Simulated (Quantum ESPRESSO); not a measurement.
# Hf in Quantum ESPRESSO: work function with PBE

Aim: the work function of Hf with PBE.

Program: Quantum ESPRESSO 7.5. These are calculated values, not measurements. Logs are shortened: lines on timing, memory, paths and dates and some standing lists are left out, and cuts for length are marked.

### Step 1. Starting point

The cell holds a slab with vacuum, 5 atoms: a = 3.126 Å, b = 3.126 Å, c = 25.211 Å, α = 90.00°, β = 90.00°, γ = 109.47°.

### Step 2. Work function, PBE

pw.in reads:

```
&CONTROL
  calculation = 'scf'
  prefix = 'pwscf'
  outdir = './tmp'
  pseudo_dir = './pseudo'
  tprnfor = .true.
  disk_io = 'low'
/
&SYSTEM
  ibrav = 0
  celldm(1) = 8
  nat = 5
  ntyp = 1
  ecutwfc = 58
  nbnd = 40
  occupations = 'smearing'
  smearing = 'fd'
  degauss = 0.00367493
/
&ELECTRONS
  conv_thr = 5d-09
  electron_maxstep = 150
  mixing_beta = 0.3
  mixing_mode = 'local-TF'
/
ATOMIC_SPECIES
Hf   178.4900 Hf.upf
CELL_PARAMETERS alat
  0.7384935620921  -0.0000000000000   0.0000000000000
 -0.2461645206974   0.6962584074906  -0.0000000000000
  0.0000000000000   0.0000000000000   5.9551463576147
ATOMIC_POSITIONS crystal
Hf     0.5000000000    0.5000000000    0.2974936526
Hf     0.0000000000    0.0000000000    0.3987468263
Hf     0.5000000000    0.5000000000    0.5000000000
Hf     0.0000000000    0.0000000000    0.6012531737
Hf     0.5000000000    0.5000000000    0.7025063474
K_POINTS automatic
9 9 1 0 0 0
```

pp_density.in reads:

```
&INPUTPP
  prefix = 'pwscf'
  outdir = './tmp'
  filplot = 'density.dat'
  plot_num = 0
/
&PLOT
  nfile = 1
  filepp(1) = 'density.dat'
  iflag = 3
  output_format = 6
  fileout = 'density.cube'
/
```

pp_potential.in reads:

```
&INPUTPP
  prefix = 'pwscf'
  outdir = './tmp'
  filplot = 'potential.dat'
  plot_num = 11
/
&PLOT
  nfile = 1
  filepp(1) = 'potential.dat'
  iflag = 3
  output_format = 6
  fileout = 'potential.cube'
/
```

pp_elf.in reads:

```
&INPUTPP
  prefix = 'pwscf'
  outdir = './tmp'
  filplot = 'elf.dat'
  plot_num = 8
/
&PLOT
  nfile = 1
  filepp(1) = 'elf.dat'
  iflag = 3
  output_format = 6
  fileout = 'elf.cube'
/
```

Potentials or basis: PseudoDojo 0.4.1 SR PBE standard.

Launch:

```
OMP_NUM_THREADS=1 pw.x -in pw.in > pw.out
OMP_NUM_THREADS=1 pp.x -in pp_density.in > pp_density.out
OMP_NUM_THREADS=1 pp.x -in pp_potential.in > pp_potential.out
OMP_NUM_THREADS=1 pp.x -in pp_elf.in > pp_elf.out
```

pw.out:

```text
This program is part of the open-source Quantum ESPRESSO suite
     for quantum simulation of materials; please cite
         "P. Giannozzi et al., J. Phys.:Condens. Matter 21 395502 (2009);
         "P. Giannozzi et al., J. Phys.:Condens. Matter 29 465901 (2017);
         "P. Giannozzi et al., J. Chem. Phys. 152 154105 (2020);
     in publications or presentations arising from this work. More details at

     Message from routine setup:
     using ibrav=0 with symmetry is DISCOURAGED, use correct ibrav instead

     G-vector sticks info
     --------------------
     sticks:   dense  smooth     PW     G-vecs:    dense   smooth      PW
     Sum         611     611    181                93661    93661   15791

     Using Slab Decomposition

     bravais-lattice index     =            0
     lattice parameter (alat)  =       8.0000  a.u.
     unit-cell volume          =    1567.7600 (a.u.)^3
     number of atoms/cell      =            5
     number of atomic types    =            1
     number of electrons       =        60.00
     number of Kohn-Sham states=           40
     kinetic-energy cutoff     =      58.0000  Ry
     charge density cutoff     =     232.0000  Ry
     scf convergence threshold =      5.0E-09
     mixing beta               =       0.3000
     number of iterations used =            8  local-TF  mixing
     Exchange-correlation= PBE
                           (   1   4   3   4   0   0   0)

     celldm(1)=   8.000000  celldm(2)=   0.000000  celldm(3)=   0.000000
     celldm(4)=   0.000000  celldm(5)=   0.000000  celldm(6)=   0.000000

     crystal axes: (cart. coord. in units of alat)
               a(1) = (   0.738494  -0.000000   0.000000 )
               a(2) = (  -0.246165   0.696258  -0.000000 )
               a(3) = (   0.000000   0.000000   5.955146 )

     reciprocal axes: (cart. coord. in units 2 pi/alat)
               b(1) = (  1.354108  0.478749 -0.000000 )
               b(2) = (  0.000000  1.436248 -0.000000 )
               b(3) = (  0.000000  0.000000  0.167922 )

     PseudoPot. # 1 for Hf read from file:
     Hf.upf
     Pseudo is Norm-conserving + core correction, Zval = 12.0
     Generated using ONCVPSP code by D. R. Hamann
     Using radial grid of 1656 points,  8 beta functions with:
                l(1) =   0
                l(2) =   0
                l(3) =   1
                l(4) =   1
                l(5) =   2
                l(6) =   2
                l(7) =   3
                l(8) =   3

     atomic species   valence    mass     pseudopotential
     Hf               12.00   178.49000     Hf( 1.00)

      4 Sym. Ops., with inversion, found

   Cartesian axes

     site n.     atom                  positions (alat units)
         1        Hf     tau(   1) = (   0.2461645   0.3481292   1.7716182  )
         2        Hf     tau(   2) = (   0.0000000   0.0000000   2.3745957  )
         3        Hf     tau(   3) = (   0.2461645   0.3481292   2.9775732  )
         4        Hf     tau(   4) = (   0.0000000   0.0000000   3.5805506  )
         5        Hf     tau(   5) = (   0.2461645   0.3481292   4.1835281  )

     number of k points=    41  Fermi-Dirac smearing, width (Ry)=  0.0037
                       cart. coord. in units 2pi/alat
        k(    1) = (   0.0000000   0.0000000   0.0000000), wk =   0.0246914
        k(    2) = (   0.0000000   0.1595832   0.0000000), wk =   0.0493827
        k(    3) = (   0.0000000   0.3191663   0.0000000), wk =   0.0493827
        k(    4) = (   0.0000000   0.4787495   0.0000000), wk =   0.0493827
        k(    5) = (   0.0000000   0.6383326   0.0000000), wk =   0.0493827
        k(    6) = (   0.1504564   0.0531944   0.0000000), wk =   0.0493827
[... 33 lines left out ...]
        k(   40) = (   0.6018258  -0.1063888   0.0000000), wk =   0.0493827
        k(   41) = (   0.6018258   0.0531944   0.0000000), wk =   0.0493827

     Dense  grid:    93661 G-vectors     FFT dimensions: (  30,  30, 240)

     Initial potential from superposition of free atoms

     starting charge      59.9907, renormalised to      60.0000

     negative rho (up, down):  4.009E-05 0.000E+00
     Starting wfcs are   50 randomized atomic wfcs

     Self-consistent Calculation

     iteration #  1     ecut=    58.00 Ry     beta= 0.30
     Davidson diagonalization with overlap
     ethr =  1.00E-02,  avg # of iterations =  2.8

     total energy              =    -563.97469479 Ry
     estimated scf accuracy    <       5.51836793 Ry

     iteration #  2     ecut=    58.00 Ry     beta= 0.30
     Davidson diagonalization with overlap
     ethr =  9.20E-03,  avg # of iterations =  1.0
[... 66 lines left out ...]
     negative rho (up, down):  1.253E-04 0.000E+00

     total energy              =    -563.91774457 Ry
     estimated scf accuracy    <       0.00217559 Ry

     iteration # 12     ecut=    58.00 Ry     beta= 0.30
     Davidson diagonalization with overlap
     c_bands:  1 eigenvalues not converged
     ethr =  3.63E-06,  avg # of iterations = 10.0

     total energy              =    -563.91759785 Ry
     estimated scf accuracy    <       0.02069404 Ry

     iteration # 13     ecut=    58.00 Ry     beta= 0.30
     Davidson diagonalization with overlap
     ethr =  3.63E-06,  avg # of iterations =  2.2

     negative rho (up, down):  7.871E-05 0.000E+00
[... 58 lines left out ...]
     total energy              =    -563.91814601 Ry
     estimated scf accuracy    <          8.4E-09 Ry

     iteration # 21     ecut=    58.00 Ry     beta= 0.30
     Davidson diagonalization with overlap
     ethr =  1.40E-11,  avg # of iterations =  4.4

     End of self-consistent calculation

          k = 0.0000 0.0000 0.0000 ( 11681 PWs)   bands (ev):

   -57.2849 -57.2849 -56.8208 -56.7776 -56.7692 -26.0167 -26.0081 -25.6597
   -25.6542 -25.6540 -25.5426 -25.5426 -25.3748 -25.2905 -25.1820 -25.1808
   -25.1230 -25.1071 -25.0983 -25.0983  -1.7104  -1.0299  -0.0857   0.9031
     1.5309   4.5578   4.7589   4.8902   4.9878   5.1543   5.4173   5.5990
     5.7139   5.9114   6.2077   6.2899   6.6314   7.3174   8.3554   8.3695

          k = 0.0000 0.1596 0.0000 ( 11686 PWs)   bands (ev):
[... 313 lines left out ...]
   -57.2569 -57.2569 -56.7861 -56.7497 -56.7480 -26.0757 -26.0752 -25.9398
   -25.9393 -25.7038 -25.6941 -25.6605 -25.6357 -25.5850 -25.4260 -25.3228
   -25.2755 -25.2038 -25.1705 -25.1591   1.7133   1.8465   2.1843   2.6839
     3.2403   4.2336   4.5747   4.5906   4.6134   4.7592   4.7886   4.8945
     4.9196   5.0825   5.1273   7.2965   7.3964   7.9425   8.1254   8.5766

     the Fermi energy is     4.9088 ev

!    total energy              =    -563.91814633 Ry
     estimated scf accuracy    <          3.2E-09 Ry
     smearing contrib. (-TS)   =      -0.00789102 Ry
     internal energy E=F+TS    =    -563.91025531 Ry

     The total energy is F=E-TS. E is the sum of the following terms:
     one-electron contribution =   -2843.95664264 Ry
     hartree contribution      =    1420.50207335 Ry
     xc contribution           =    -142.06703590 Ry
     ewald contribution        =    1001.61134989 Ry

     convergence has been achieved in  21 iterations

     Forces acting on atoms (cartesian axes, Ry/au):

     atom    1 type  1   force =     0.00000000    0.00000000    0.02646427
     atom    2 type  1   force =     0.00000000    0.00000000   -0.01747090
     atom    3 type  1   force =     0.00000000    0.00000000    0.00000000
     atom    4 type  1   force =     0.00000000    0.00000000    0.01747090
     atom    5 type  1   force =     0.00000000    0.00000000   -0.02646427

     Total force =     0.044846     Total SCF correction =     0.000210

=------------------------------------------------------------------------------=
   JOB DONE.
=------------------------------------------------------------------------------=
```

Run time: 8.9 min. Hardware: 1 thread of Arm Neoverse V2, shared host; peak memory 0.46 GiB.

Results:

- Free energy: -7672.4972 eV
- Largest force: 0.680 eV/Å
- Band gap on the k mesh: none (metal or under the smearing width)
- Work function of the upper face: 4.20 eV
- Work function of the lower face: 4.20 eV

Forces on the atoms (eV/Å):
```
Hf   0.000  0.000  0.680
Hf   0.000  0.000 -0.449
Hf   0.000  0.000  0.000
Hf   0.000  0.000  0.449
Hf   0.000  0.000 -0.680
```

Levels at points of the mesh, in eV from the Fermi level:
```tsv
k point	band 27	band 28	band 29	band 30	band 31	band 32	band 33	band 34
(0.00, 0.00, 0.00)	-0.15	-0.02	0.08	0.25	0.51	0.69	0.81	1.00
```

The run has no spin-orbit coupling, so splittings on Hf are missing.
